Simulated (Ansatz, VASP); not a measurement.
# Two plane-wave programs on Bi

```
Bi
1.0
    -2.04087    2.04087    1.92199
     2.04087   -2.04087    1.92199
     2.04087    2.04087   -1.92199
Bi
1
Cartesian
  0.0000 0.0000 0.0000
```

Change from the starting cell: strain +0.030 along x and y, -0.030 along z, atoms carried along.

Alike in both runs: task single point; functional r2SCAN; k mesh 18 × 18 × 18; occupations gaussian, width 0.15 eV; no spin polarisation.

|  | VASP | Ansatz |
| --- | --- | --- |
| version | VASP 6.6.1 | Ansatz 0.2.0 |
| potentials or method | VASP PAW PBE potentials, release 64 (Bi_d) | scalar-relativistic, plane waves, PAW |
| plane-wave cutoff (eV) | 520 | 500 |
| valence electrons in the cell | 15 | 15 |

```csv
,VASP,Ansatz,Ansatz less VASP
gap on the k mesh at the Fermi level (eV),none,none,-
pressure (GPa),-1.4,-1.4,+0.03
largest component of the traceless stress (GPa),0.25,0.25,+0.002
```

A gap of «none» marks a metal or a gap that the smearing closes. The functional is the same, so the differences come from potentials, cutoffs and numerics.

Caveats: the PAW data sets were made with another functional, which shifts forces and pressure a little (VASP); spin-orbit coupling is left out, which moves the levels of the heavy elements.
